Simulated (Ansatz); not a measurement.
Write the native input for Ansatz 0.2.0 that does the following.

* Task: single point
* Functional: PBE
* Potentials or basis: Ansatz PAW
* Cutoff: 420 eV (not typed: the program's choice for these potentials)
* k mesh: 10 × 10 × 6
* Occupations: gaussian, width 0.017 eV
* Spin: no spin polarisation

Crystal: AlN.

```xyz
4
Lattice="3.1130 0.0000 0.0000 -1.5565 2.6959 0.0000 0.0000 0.0000 4.9810" Properties=species:S:1:pos:R:3 pbc="T T T"
Al    1.5565    0.8986    2.4905
Al    0.0000    1.7973    0.0000
N     1.5565    0.8986    4.3833
N     0.0000    1.7973    1.8928
```

One way to write it, as run:

input.yaml

```yaml
crystal:
  lattice:
    - [3.113, 0.0, 0.0]
    - [-1.5565, 2.695937082, 0.0]
    - [0.0, 0.0, 4.981]
  atoms:
    - { symbol: Al, position: [0.6666666667, 0.3333333333, 0.5] }
    - { symbol: Al, position: [0.3333333333, 0.6666666667, 0.0] }
    - { symbol: "N", position: [0.6666666667, 0.3333333333, 0.88] }
    - { symbol: "N", position: [0.3333333333, 0.6666666667, 0.38] }
hamiltonian:
  xc: pbe
  pseudopotentials: { kind: paw }
kpoints:
  mp_grid: { grid: [10, 10, 6] }
scf:
  occupations: { method: gaussian, width: 0.017 }
output:
  forces: true
  stress: true
  eigenvalues: true
  write_density: true
  write_potential: true
  elf: true
  volumetric_format: npy
```

Potentials or basis: Ansatz PAW.

Launch:

```bash
$ ansatz run input.yaml --threads 2 --pin off --max-ram 5632MiB --backend cpu --events-out ev --progress --plain --runs-dir out
```

Results of the run:

```yaml
Pressure: 3.7 GPa
Largest_force: 0.129 eV/Å
Band_gap_on_the_k_mesh: 4.21 eV, direct
```

Caveat: the pressure holds a Pulay correction of +0.5 GPa for the finite cutoff.

It took 4.4 s on 2 threads of Intel(R) Xeon(R) Processor @ 2.50GHz (Skylake/Cascade Lake), with other jobs on the host, peak memory 0.35 GiB.
